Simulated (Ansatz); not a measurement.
Strain and the gap of CdSe (wurtzite)

CdSe in the wurtzite structure, relaxed with r2SCAN in the PAW code Ansatz. The symmetry is P6_3mc (No. 186, hexagonal); a = 4.341 Å, c = 7.077 Å in the conventional setting, 28.87 Å³ an atom. Cd is surrounded by 4 Se at 2.66 Å; Se is surrounded by 4 Cd at 2.66 Å.

The axes x, y and z are those of this cell:
```
Cd Se
1.0
     4.34072    0.00000    0.00000
    -2.17036    3.75918    0.00000
     0.00000    0.00000    7.07665
Cd Se
2 2
Direct
  0.33333 0.66667 0.99952
  0.66667 0.33333 0.49952
  0.33333 0.66667 0.37548
  0.66667 0.33333 0.87548
```

Unstrained: With PBE the gap is 0.612 eV and direct, at Γ. The r2SCAN gap is direct at Γ: 1.105 eV. The HSE06 gap is direct at Γ: 1.544 eV. Meshes: PBE 12×12×4, r2SCAN 12×12×4, HSE06 6×6×4. Strains are changes of length per length. After each strain the atoms were relaxed again with r2SCAN within the symmetry that the strain leaves, so tilts or polar shifts that break it weren't tested; points keep the names that they have in the unstrained zone. (Simulation; spin polarisation is off.)

Changes of the least gap in eV (an overlap counts as a negative gap):
```tsv
strain	volume change (%)	space group	PBE	r2SCAN	HSE06	energy rise, r2SCAN (meV/atom)
uniaxial -1.0 % along x	-1.0	Cmc2_1	-0.006	-0.005	-0.003	0.6
isotropic +4.0 % on every length	+12.5	P6_3mc	-0.255	-0.280	-0.310	58.1
isotropic -1.0 % on every length	-3.0	P6_3mc	+0.066	+0.072	+0.078	4.3
epitaxial +0.5 % in the xy plane, free normal strain -0.46 %	+0.5	P6_3mc	+0.003	+0.005	+0.003	0.4
```

Uniaxial -1.0 % along x, other directions held. HSE06: the gap goes from 1.544 to 1.541 eV (-0.003 eV); with r2SCAN the top three valence levels at Γ, grouped 2+1 from the top over 42 meV, become 1+1+1 over 82 meV. Stress change with r2SCAN, compression positive: xx +0.73, yy +0.45, zz +0.38 GPa.

Isotropic +4.0 % on every length. HSE06: the gap goes from 1.544 to 1.234 eV (-0.310 eV); with r2SCAN the top three valence levels at Γ, grouped 2+1 from the top over 42 meV, become 2+1 over 26 meV. Stress change with r2SCAN, compression positive: xx -4.60, yy -4.60, zz -4.65 GPa. For HSE06, dE_g/d ln V = -2.6 eV over this step.

Isotropic -1.0 % on every length. HSE06: the gap goes from 1.544 to 1.622 eV (+0.078 eV). Stress change with r2SCAN, compression positive: xx +1.66, yy +1.66, zz +1.66 GPa. For HSE06, dE_g/d ln V = -2.6 eV over this step.

Epitaxial +0.5 % in the xy plane, free normal strain -0.46 %. HSE06: the gap goes from 1.544 to 1.547 eV (+0.003 eV); with r2SCAN the top three valence levels at Γ, grouped 2+1 from the top over 42 meV, become 2+1 over 5 meV. Stress change with r2SCAN, compression positive: xx -0.41, yy -0.41, zz 0.00 GPa.

Spin-orbit coupling is left out.

The meshes of the hybrids are coarse, so their gaps aren't converged to the digits shown.

The splittings at Γ are without spin-orbit coupling, which regroups them where it is of like size or larger.
